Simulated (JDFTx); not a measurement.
## LiCl under changes of volume

One of the cells (16.871 Å³/atom); the others are scaled copies at fixed shape and fractional positions:

```xyz
2
Lattice="0.0000 2.5648 2.5648 2.5648 0.0000 2.5648 2.5648 2.5648 0.0000" Properties=species:S:1:pos:R:3 pbc="T T T"
Cl    2.5648    2.5648    2.5648
Li    0.0000    0.0000    0.0000
```

| Item | Value |
| --- | --- |
| Program | JDFTx 1.7.0 (patched build) |
| Functional | PBEsol |
| Potentials or basis | PseudoDojo-SR-PBEsol-0.4.1-standard |
| Cutoff | 1007 eV |
| Density cutoff | 8055 eV |
| k mesh | 9 × 9 × 9 |
| Occupations | fermi-dirac, width 0.05 eV |
| Spin | no spin polarisation |

| volume (Å³/atom) | energy over the lowest point (meV/atom) | pressure (GPa) | gap on the mesh (eV) |
| --- | --- | --- | --- |
| 15.859 | ? | ? | ? |
| 16.196 | 0.00 | 0.0 | 6.36 |
| 16.534 | 0.62 | -0.6 | 6.24 |
| 16.871 | 2.63 | -1.3 | 6.13 |
| 17.209 | 5.88 | -1.8 | 6.02 |
| 17.546 | 10.25 | -2.3 | 5.91 |
| 17.883 | 15.61 | -2.8 | 5.82 |

Problem. What does the run at 15.859 Å³/atom give?

Solution. Energy over the lowest point 0.93 meV/atom; pressure 0.8 GPa; gap on the mesh 6.49 eV.

Worked out: A Birch-Murnaghan fit of order 3 (a polynomial in V^(-2/3)) to the other rows has its minimum at 16.22 Å³/atom with B0 = V·E''(V) = 35 GPa and B' = 4.2. It gives 0.92 meV/atom at 15.859 Å³/atom, against the run's 0.93, and -dE/dV = 0.8 GPa, against 0.8. A straight line through the other rows of the gap, of slope -5.48 eV per unit of ln V (its deformation potential), extrapolates to 6.47 eV, against the run's 6.49.

Energies are extrapolated to zero smearing.

Caveats: an odd mesh through Γ misses points on the zone boundary, where band edges often lie.
